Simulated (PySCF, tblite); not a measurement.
Compound: 1-propanethiol, C3H8S.
SMILES with atom numbers: `[CH3:1][CH2:2][CH2:3][SH:4]` (hydrogens: H5, H6, H7 on C1; H8, H9 on C2; H10, H11 on C3; H12 on S4)

Computed geometry: GFN2-xTB, gas phase.

**Question.** Give the optimised bond lengths and angles.

**Answer.** 
```csv
bond,length (Å)
C1–C2,1.524
C2–C3,1.520
C3–S4,1.827
"C1–H5, C1–H6, C1–H7",1.088
"C2–H8, C2–H9",1.093
"C3–H10, C3–H11",1.090
S4–H12,1.332
```

Bonds in one row agree within 0.01 Å and their mean is given. A selection of angles:
```csv
angle,degrees
C2–C1–H5,110.7
C2–C1–H7,110.2
H5–C1–H6,108.4
C1–C2–C3,111.1
C1–C2–H8,109.9
C3–C2–H8,109.1
H8–C2–H9,107.8
C2–C3–S4,112.3
C2–C3–H10,111.6
S4–C3–H10,107.9
S4–C3–H11,104.7
H10–C3–H11,108.9
C3–S4–H12,96.1
```

Torsions: C1–C2–C3–S4 -179° (antiperiplanar); H12–S4–C3–C2 -61° (synclinal). The mirror-image conformer, all signs reversed, is as good.

S4 (thiol sulfur) is bent (angle 96.1°). The 4 heavy atoms lie in one plane (0.006 Å rms).

Its GFN2-xTB frequencies are all real (lowest 98 cm⁻¹). The numbers are those of one conformer (C1–C2–C3–S4 -179°, C2–C3–S4–H -61°). 3 starts were optimised and ended at 0.00, 0.02 and 0.13 kcal/mol (GFN2-xTB); the lowest of these is shown.
